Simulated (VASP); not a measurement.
# Sb (Im-3m) in VASP: notebook

One crystal, Sb, is run at these levels: PBE; tasks: single point.

Everything below comes from runs of VASP 6.6.1. Logs are shortened: lines on timing, memory, paths and dates and some standing lists are left out, and cuts for length are marked.

### Step 1. Starting point

Symmetry: Im-3m, No. 229, cubic system. The conventional cell has a = 3.743 Å, b = 3.743 Å, c = 3.743 Å, α = 90.00°, β = 90.00°, γ = 90.00°. Sb (site symmetry m-3m) has 8 Sb at 3.24 Å as nearest neighbours.

This isn't the form of Sb at room conditions, which is rhombohedral.

### Step 2. Single point, PBE

INCAR

```
SYSTEM = Sb
PREC = Accurate
ENCUT = 550
EDIFF = 1E-6
ISMEAR = 0
SIGMA = 0.05
LREAL = .False.
LASPH = .True.
NELM = 100
ALGO = Normal
ISIF = 2
LWAVE = .False.
LCHARG = .False.
GGA = PE
ADDGRID = .False.
```

KPOINTS

```
Automatic mesh
0
Gamma
  5 5 5
  0 0 0
```

POSCAR

```
Sb
1.0
   -1.8488020000      1.8498240000      1.9110830000
    1.8778730000     -1.8297390000      1.9200690000
    1.8451380000      1.8260750000     -1.8909980000
Sb
1
Direct
   -0.0010080000      0.0132760000      0.0062290000
```

Potentials or basis: VASP PAW PBE potentials, release 64 (Sb).

Started as:

```console
$ cat potpaw_PBE.64/Sb/POTCAR > POTCAR
$ mpirun -np 1 vasp_std > vasp.out
```

OUTCAR:

```text
SYSTEM = Sb
   PREC = Accurate
   ENCUT = 550
   EDIFF = 1E-6
   ISMEAR = 0
   LREAL = .False.
   LASPH = .True.
   NELM = 100
   ISIF = 2
   GGA = PE

 Found     63 irreducible k-points:

 Following reciprocal coordinates:
            Coordinates               Weight
  0.000000  0.000000  0.000000      1.000000
  0.200000 -0.000000  0.000000      2.000000
  0.400000  0.000000  0.000000      2.000000
 -0.000000  0.200000  0.000000      2.000000
  0.200000  0.200000  0.000000      2.000000
  0.400000  0.200000  0.000000      2.000000
   k-points           NKPTS =     63   k-points in BZ     NKDIM =     63   number of bands    NBANDS=      6
   number of dos      NEDOS =    301   number of ions     NIONS =      1
   total plane-waves  NPLWV =  21952
   dimension x,y,z NGX =    28 NGY =   28 NGZ =   28
   dimension x,y,z NGXF=    56 NGYF=   56 NGZF=   56
   ions per type =               1
   NGX,Y,Z   is equivalent  to a cutoff of  14.37, 14.32, 14.49 a.u.
   NGXF,Y,Z  is equivalent  to a cutoff of  28.74, 28.65, 28.99 a.u.
 SYSTEM =  Sb
   PREC   = accura    normal or accurate (medium, high low for compatibility)
   ISTART =      0    job   : 0-new  1-cont  2-samecut
   ICHARG =      2    charge: 1-file 2-atom 10-const
   ISPIN  =      1    spin polarized calculation?
   LNONCOLLINEAR =      F non collinear calculations
   LSORBIT =      F    spin-orbit coupling
   LASPH  =      T    aspherical Exc in radial PAW
   ENCUT  =  550.0 eV  40.42 Ry    6.36 a.u.   6.19  6.21  6.14*2*pi/ulx,y,z
   NELM   =    100;   NELMIN=  2; NELMDL= -5     # of ELM steps
   EDIFF  = 0.1E-05   stopping-criterion for ELM
   LREAL  =      F    real-space projection
   EDIFFG = 0.1E-04   stopping-criterion for IOM
   NSW    =      0    number of steps for IOM
   IBRION =     -1    ionic relax: 0-MD 1-quasi-New 2-CG
   NFREE  =      0    steps in history (QN), initial steepest desc. (CG)
   ISIF   =      2    stress and relaxation
   ISYM   =      2    0-nonsym 1-usesym 2-fastsym
   POTIM  = 0.5000    time-step for ionic-motion
   TEBEG  =    0.0;   TEEND  =   0.0 temperature during run
   PSTRESS=    0.0 pullay stress
   NELECT =       5.0000    total number of electrons
   NUPDOWN=      -1.0000    fix difference up-down
   EMIN   =  10.00;   EMAX   =-10.00  energy-range for DOS
   EFERMI =   0.00;   METHOD = LEGACY
   ISMEAR =     0;   SIGMA  =   0.05  broadening in eV -4-tet -1-fermi 0-gaus
   EFERMI_NEDOS =   21; number of points for ismear=-14 and -15
   IALGO  =     38    algorithm
   IMIX   =      4    mixing-type and parameters
     AMIX     =   0.40;   BMIX     =  1.00
     AMIX_MAG =   1.60;   BMIX_MAG =  1.00
  volume/ion in A,a.u.               =      26.21       176.89
  Fermi-wavevector in a.u.,A,eV,Ry     =   0.942378  1.780837 12.083020  0.888077
  Thomas-Fermi vector in A             =   2.069982
   LORBIT       =      0    0 simple, 1 ext, 2 COOP (PROOUT), +10 PAW based schemes
   GGA     = PE    functional components
   LHFCALC =     F    Hartree Fock is set to
   AEXX    =    0.0000 exact exchange contribution
   IVDW    =     0    specifies the selected vdW correction
   LEPSILON=     F    determine dielectric tensor
   LRPA    =     F    only Hartree local field effects (RPA)
 non-spin polarized calculation
 Gauss-broadening in eV      SIGMA  =   0.05
  energy-cutoff  :      550.00
  volume of cell :       26.21
 maximum number of plane-waves:       778
 NGX is ok and might be reduce to    28
   NGX = 13   NGY = 13   NGZ = 13

 number of electron       5.0000000 magnetization

 Free energy of the ion-electron system (eV)
  ---------------------------------------------------
  ext. energy  EPLUGINS =         0.00000000
  ---------------------------------------------------
  free energy    TOTEN  =        -3.89278615 eV

  energy without entropy =       -3.88937560  energy(sigma->0) =       -3.89108088

 E-fermi :   8.9330     XC(G=0): -10.3520

 val. band max:        8.9306914689   @ k =  -0.2000  -0.4000   0.4000
 cond. band min:       8.9409487862   @ k =  -0.2000  -0.2000   0.4000
 fundamental gap:      0.0102573172
 Fermi energy:         8.9330242815

 k-point     1 :       0.0000    0.0000    0.0000
  band No.  band energies     occupation
      1      -4.2606      2.00000
      2      14.2728      0.00000
      3      14.5138      0.00000
      4      14.6670      0.00000
      5      19.1197      0.00000
      6      19.3477      0.00000

 k-point     2 :       0.2000   -0.0000    0.0000
  band No.  band energies     occupation
      1      -3.4208      2.00000
      2       9.8416      0.00000
      3      12.6444      0.00000
      4      13.9057      0.00000
      5      17.0062      0.00000
      6      17.3869      0.00000

 k-point     3 :       0.4000    0.0000    0.0000
  band No.  band energies     occupation
      1      -1.0807      2.00000
      2       4.3418      2.00000
      3      10.9131      0.00000
      4      12.9094      0.00000
      5      15.5827      0.00000
      6      16.0826      0.00000

 k-point     4 :      -0.0000    0.2000    0.0000
  band No.  band energies     occupation
      1      -3.4379      2.00000
      2       9.6853      0.00000
      3      12.7991      0.00000
      4      14.0215      0.00000
      5      17.1516      0.00000
      6      17.5349      0.00000

 k-point     5 :       0.2000    0.2000    0.0000
  band No.  band energies     occupation
      1      -1.8656      2.00000
      2       6.8174      2.00000
      3       8.7601      2.00000
      4      12.4907      0.00000
      5      17.5226      0.00000
      6      18.4390      0.00000

 k-point     6 :       0.4000    0.2000    0.0000
  band No.  band energies     occupation
      1       0.2850      2.00000
      2       3.7068      2.00000
      3       7.3219      2.00000
      4      11.6785      0.00000
      5      17.1474      0.00000
      6      19.5186      0.00000

 [... further k-points ...]

------------------------ aborting loop because EDIFF is reached ----------------------------------------

  FORCE on cell =-STRESS in cart. coord.  units (eV):
  Direction    XX          YY          ZZ          XY          YZ          ZX
  --------------------------------------------------------------------------------------
  -------------------------------------------------------------------------------------
  Total       -0.1773887     -0.1571063      0.8148590     -0.0492212      0.0512888     -0.0411641
  in kB      -10.8422147     -9.6025263     49.8051656     -3.0084596      3.1348339     -2.5160017
  external PRESSURE =       9.7868082 kB  Pullay stress =       0.0000000 kB

 VOLUME and BASIS-vectors are now :
 -----------------------------------------------------------------------------
  energy-cutoff  :      550.00
  volume of cell :       26.21
      direct lattice vectors                 reciprocal lattice vectors
    -1.848802000  1.849824000  1.911083000    -0.001760844  0.270622024  0.259612708
     1.877873000 -1.829739000  1.920069000     0.266576263 -0.001149462  0.259001326
     1.845138000  1.826075000 -1.890998000     0.268894891  0.272329269 -0.003468089

 POSITION                                       TOTAL-FORCE (eV/Angst)
 -----------------------------------------------------------------------------------
     -1.81051      1.83504      1.92287        -0.000000      0.000000      0.000000
 -----------------------------------------------------------------------------------
    total drift:                                0.000000     -0.000000     -0.000000

  FREE ENERGIE OF THE ION-ELECTRON SYSTEM (eV)
  ---------------------------------------------------
  free  energy   TOTEN  =        -3.8927861542 eV

  energy  without entropy=       -3.8893755989  energy(sigma->0) =       -3.89108088
```

stdout:

```text
POSCAR found type information on POSCAR Sb
 POSCAR found :  1 types and       1 ions
 scaLAPACK will be used
 LDA part: xc-table for (Slater+PW92), standard interpolation
 POSCAR, INCAR and KPOINTS ok, starting setup
 FFT: planning ... GRIDC
 FFT: planning ... GRID_SOFT
 FFT: planning ... GRID
 WAVECAR not read
 entering main loop
```

It took 15 s on 1 thread of AMD EPYC 7R43 (Zen 3), shared host; peak memory 0.12 GiB.

These settings aren't checked as converged: the numbers below hold their error.

What came out:

* Free energy: -3.8928 eV
* Pressure: 1.0 GPa
* Band gap on the k mesh: none (metal or under the smearing width)

Caveat: the k mesh is coarse (spacing up to 0.48 Å⁻¹), so the values aren't converged.

### Step 3. Single point, PBE

INCAR, as its differences from that of step 2:

```diff
@@ -2,3 +2,3 @@
 PREC = Accurate
-ENCUT = 550
+ENCUT = 300
 EDIFF = 1E-6
```

KPOINTS

```
Automatic mesh
0
Gamma
  7 7 7
  0 0 0
```

POSCAR

```
Sb
1.0
   -1.8713408863      1.8713408863      1.8713408863
    1.8713408863     -1.8713408863      1.8713408863
    1.8713408863      1.8713408863     -1.8713408863
Sb
1
Direct
    0.0000000000      0.0000000000      0.0000000000
```

Potentials or basis: VASP PAW PBE potentials, release 64 (Sb).

Started as:

```console
$ cat potpaw_PBE.64/Sb/POTCAR > POTCAR
$ mpirun -np 1 vasp_std > vasp.out
```

OUTCAR:

```text
SYSTEM = Sb
   PREC = Accurate
   ENCUT = 300
   EDIFF = 1E-6
   ISMEAR = 0
   LREAL = .False.
   LASPH = .True.
   NELM = 100
   ISIF = 2
   GGA = PE

 Found     20 irreducible k-points:

 Following reciprocal coordinates:
            Coordinates               Weight
  0.000000  0.000000  0.000000      1.000000
  0.142857  0.000000  0.000000     12.000000
  0.285714  0.000000  0.000000     12.000000
  0.428571  0.000000  0.000000     12.000000
  0.142857  0.142857  0.000000     24.000000
  0.285714  0.142857  0.000000     48.000000
   k-points           NKPTS =     20   k-points in BZ     NKDIM =     20   number of bands    NBANDS=      6
   number of dos      NEDOS =    301   number of ions     NIONS =      1
   total plane-waves  NPLWV =   5832
   dimension x,y,z NGX =    18 NGY =   18 NGZ =   18
   dimension x,y,z NGXF=    36 NGYF=   36 NGZF=   36
   ions per type =               1
   NGX,Y,Z   is equivalent  to a cutoff of   9.23,  9.23,  9.23 a.u.
   NGXF,Y,Z  is equivalent  to a cutoff of  18.46, 18.46, 18.46 a.u.
 SYSTEM =  Sb
   PREC   = accura    normal or accurate (medium, high low for compatibility)
   ISTART =      0    job   : 0-new  1-cont  2-samecut
   ICHARG =      2    charge: 1-file 2-atom 10-const
   ISPIN  =      1    spin polarized calculation?
   LNONCOLLINEAR =      F non collinear calculations
   LSORBIT =      F    spin-orbit coupling
   LASPH  =      T    aspherical Exc in radial PAW
   ENCUT  =  300.0 eV  22.05 Ry    4.70 a.u.   4.58  4.58  4.58*2*pi/ulx,y,z
   NELM   =    100;   NELMIN=  2; NELMDL= -5     # of ELM steps
   EDIFF  = 0.1E-05   stopping-criterion for ELM
   LREAL  =      F    real-space projection
   EDIFFG = 0.1E-04   stopping-criterion for IOM
   NSW    =      0    number of steps for IOM
   IBRION =     -1    ionic relax: 0-MD 1-quasi-New 2-CG
   NFREE  =      0    steps in history (QN), initial steepest desc. (CG)
   ISIF   =      2    stress and relaxation
   ISYM   =      2    0-nonsym 1-usesym 2-fastsym
   POTIM  = 0.5000    time-step for ionic-motion
   TEBEG  =    0.0;   TEEND  =   0.0 temperature during run
   PSTRESS=    0.0 pullay stress
   NELECT =       5.0000    total number of electrons
   NUPDOWN=      -1.0000    fix difference up-down
   EMIN   =  10.00;   EMAX   =-10.00  energy-range for DOS
   EFERMI =   0.00;   METHOD = LEGACY
   ISMEAR =     0;   SIGMA  =   0.05  broadening in eV -4-tet -1-fermi 0-gaus
   EFERMI_NEDOS =   21; number of points for ismear=-14 and -15
   IALGO  =     38    algorithm
   IMIX   =      4    mixing-type and parameters
     AMIX     =   0.40;   BMIX     =  1.00
     AMIX_MAG =   1.60;   BMIX_MAG =  1.00
  volume/ion in A,a.u.               =      26.21       176.89
  Fermi-wavevector in a.u.,A,eV,Ry     =   0.942378  1.780837 12.083018  0.888077
  Thomas-Fermi vector in A             =   2.069982
   LORBIT       =      0    0 simple, 1 ext, 2 COOP (PROOUT), +10 PAW based schemes
   GGA     = PE    functional components
   LHFCALC =     F    Hartree Fock is set to
   AEXX    =    0.0000 exact exchange contribution
   IVDW    =     0    specifies the selected vdW correction
   LEPSILON=     F    determine dielectric tensor
   LRPA    =     F    only Hartree local field effects (RPA)
 non-spin polarized calculation
 Gauss-broadening in eV      SIGMA  =   0.05
  energy-cutoff  :      300.00
  volume of cell :       26.21
 maximum number of plane-waves:       321
   NGX =  9   NGY =  9   NGZ =  9

 number of electron       5.0000002 magnetization

 Free energy of the ion-electron system (eV)
  ---------------------------------------------------
  ext. energy  EPLUGINS =         0.00000000
  ---------------------------------------------------
  free energy    TOTEN  =        -3.81851823 eV

  energy without entropy =       -3.81692142  energy(sigma->0) =       -3.81771983

 E-fermi :   8.9289     XC(G=0): -10.3514

 val. band max:        8.8875368772   @ k =   0.2857   0.1429   0.1429
 cond. band min:       8.9839358729   @ k =  -0.4286   0.4286   0.2857
 fundamental gap:      0.0963989958
 Fermi energy:         8.9288516864

 k-point     1 :       0.0000    0.0000    0.0000
  band No.  band energies     occupation
      1      -4.2566      2.00000
      2      14.4979      0.00000
      3      14.4979      0.00000
      4      14.4979      0.00000
      5      19.4466      0.00000
      6      19.4466      0.00000

 k-point     2 :       0.1429    0.0000    0.0000
  band No.  band energies     occupation
      1      -3.8189      2.00000
      2      11.7225      0.00000
      3      13.3047      0.00000
      4      14.1210      0.00000
      5      17.6844      0.00000
      6      17.8667      0.00000
[... 28 lines left out ...]
 k-point     6 :       0.2857    0.1429    0.0000
  band No.  band energies     occupation
      1      -1.3063      2.00000
      2       5.6467      2.00000
      3       9.1617      0.00000
      4      12.0048      0.00000
      5      16.5739      0.00000
      6      18.4243      0.00000

 [... further k-points ...]

------------------------ aborting loop because EDIFF is reached ----------------------------------------

  FORCE on cell =-STRESS in cart. coord.  units (eV):
  Direction    XX          YY          ZZ          XY          YZ          ZX
  --------------------------------------------------------------------------------------
  -------------------------------------------------------------------------------------
  Total        0.2761329      0.2761329      0.2761329     -0.0000000      0.0000000      0.0000000
  in kB       16.8775725     16.8775725     16.8775725     -0.0000000      0.0000000      0.0000000
  external PRESSURE =      16.8775725 kB  Pullay stress =       0.0000000 kB

 VOLUME and BASIS-vectors are now :
 -----------------------------------------------------------------------------
  energy-cutoff  :      300.00
  volume of cell :       26.21
      direct lattice vectors                 reciprocal lattice vectors
    -1.871340886  1.871340886  1.871340886     0.000000000  0.267188092  0.267188092
     1.871340886 -1.871340886  1.871340886     0.267188092  0.000000000  0.267188092
     1.871340886  1.871340886 -1.871340886     0.267188092  0.267188092  0.000000000

 POSITION                                       TOTAL-FORCE (eV/Angst)
 -----------------------------------------------------------------------------------
      0.00000      0.00000      0.00000         0.000000     -0.000000      0.000000
 -----------------------------------------------------------------------------------
    total drift:                               -0.000000     -0.000000     -0.000000

  FREE ENERGIE OF THE ION-ELECTRON SYSTEM (eV)
  ---------------------------------------------------
  free  energy   TOTEN  =        -3.8185182297 eV

  energy  without entropy=       -3.8169214230  energy(sigma->0) =       -3.81771983
```

OSZICAR:

```text
N       E                     dE             d eps       ncg     rms          rms(c)
DAV:   1     0.353610293950E+01    0.35361E+01   -0.11732E+03   240   0.334E+02
DAV:   2    -0.370241978851E+01   -0.72385E+01   -0.70685E+01   336   0.573E+01
DAV:   3    -0.382213559697E+01   -0.11972E+00   -0.11123E+00   288   0.724E+00
DAV:   4    -0.382245004961E+01   -0.31445E-03   -0.31445E-03   324   0.503E-01
DAV:   5    -0.382245120517E+01   -0.11556E-05   -0.11555E-05   294   0.201E-02    0.184E+00
DAV:   6    -0.381984685843E+01    0.26043E-02   -0.20613E-03   258   0.316E-01    0.105E+00
DAV:   7    -0.381849804234E+01    0.13488E-02   -0.43528E-03   252   0.453E-01    0.616E-02
DAV:   8    -0.381851759469E+01   -0.19552E-04   -0.58549E-05   306   0.734E-02    0.571E-03
DAV:   9    -0.381851822968E+01   -0.63499E-06   -0.79660E-07   264   0.839E-03
   1 F= -.38185182E+01 E0= -.38177198E+01  d E =-.159681E-02
```

Wall time 4.1 s (1 thread of AMD EPYC 7R43 (Zen 3), shared host); peak memory 0.08 GiB.

These settings aren't checked as converged: the numbers below hold their error.

What came out:

- Free energy: -3.8185 eV
- Pressure: 1.7 GPa
- Band gap on the k mesh: none (metal or under the smearing width)

### Step 4. Single point, PBE

INCAR is that of step 3.

KPOINTS is that of step 3.

POSCAR

```
Sb
1.0
   -1.8488020000      1.8498240000      1.9110830000
    1.8778730000     -1.8297390000      1.9200690000
    1.8451380000      1.8260750000     -1.8909980000
Sb
1
Direct
   -0.0010080000      0.0132760000      0.0062290000
```

Started as:

```console
$ cat potpaw_PBE.64/Sb/POTCAR > POTCAR
$ mpirun -np 1 vasp_std > vasp.out
```

Run time: 14 s. Hardware: 1 thread of AMD EPYC 7R43 (Zen 3), shared host; peak memory 0.09 GiB.

These settings aren't checked as converged: the numbers below hold their error.

Results:

```
Free energy            : -3.8225 eV
Pressure               : 2.5 GPa
Band gap on the k mesh : none (metal or under the smearing width)
```

### Step 5. Single point, PBE

INCAR, as its differences from that of step 4:

```diff
@@ -2,3 +2,3 @@
 PREC = Accurate
-ENCUT = 300
+ENCUT = 450
 EDIFF = 1E-6
```

KPOINTS

```
Automatic mesh
0
Gamma
  6 6 6
  0 0 0
```

POSCAR

```
Sb
1.0
   -1.8713408863      1.8713408863      1.8713408863
    1.8713408863     -1.8713408863      1.8713408863
    1.8713408863      1.8713408863     -1.8713408863
Sb
1
Direct
    0.0000000000      0.0000000000      0.0000000000
```

Started as:

```console
$ cat potpaw_PBE.64/Sb/POTCAR > POTCAR
$ mpirun -np 1 vasp_std > vasp.out
```

It took 3.9 s on 1 thread of AMD EPYC 7R43 (Zen 3), shared host; peak memory 0.1 GiB.

The run converged, but some of its settings lie outside the range that counts as converged, so its numbers aren't taken as properties of the crystal.

Results:

```yaml
Free_energy: -3.8369 eV
Pressure: 3.3 GPa
Band_gap_on_the_k_mesh: none (metal or under the smearing width)
```

Caveat: the k mesh is coarse (spacing up to 0.40 Å⁻¹), so the values aren't converged.

### Step 6. Single point, PBE

INCAR is that of step 5.

KPOINTS is that of step 5.

POSCAR

```
Sb
1.0
   -1.8488020000      1.8498240000      1.9110830000
    1.8778730000     -1.8297390000      1.9200690000
    1.8451380000      1.8260750000     -1.8909980000
Sb
1
Direct
   -0.0010080000      0.0132760000      0.0062290000
```

Potentials or basis: VASP PAW PBE potentials, release 64 (Sb).

Started as:

```console
$ cat potpaw_PBE.64/Sb/POTCAR > POTCAR
$ mpirun -np 1 vasp_std > vasp.out
```

It took 16 s on 1 thread of AMD EPYC 7R43 (Zen 3), shared host; peak memory 0.1 GiB.

The run converged, but some of its settings lie outside the range that counts as converged, so its numbers aren't taken as properties of the crystal.

What came out:

```
Free energy            : -3.8410 eV
Pressure               : 3.8 GPa
Band gap on the k mesh : none (metal or under the smearing width)
```

Caveat: the k mesh is coarse (spacing up to 0.40 Å⁻¹), so the values aren't converged.

### Step 7. For comparison

An earlier run on the cell as given: functional PBE; potentials or basis VASP PAW PBE potentials, release 64 (Sb); cutoff 520 eV; k mesh 10 × 10 × 10; occupations fermi-dirac, width 0.05 eV; no spin polarisation.

* Pressure: 3.0 GPa
* Band gap on the k mesh: none (metal or under the smearing width)
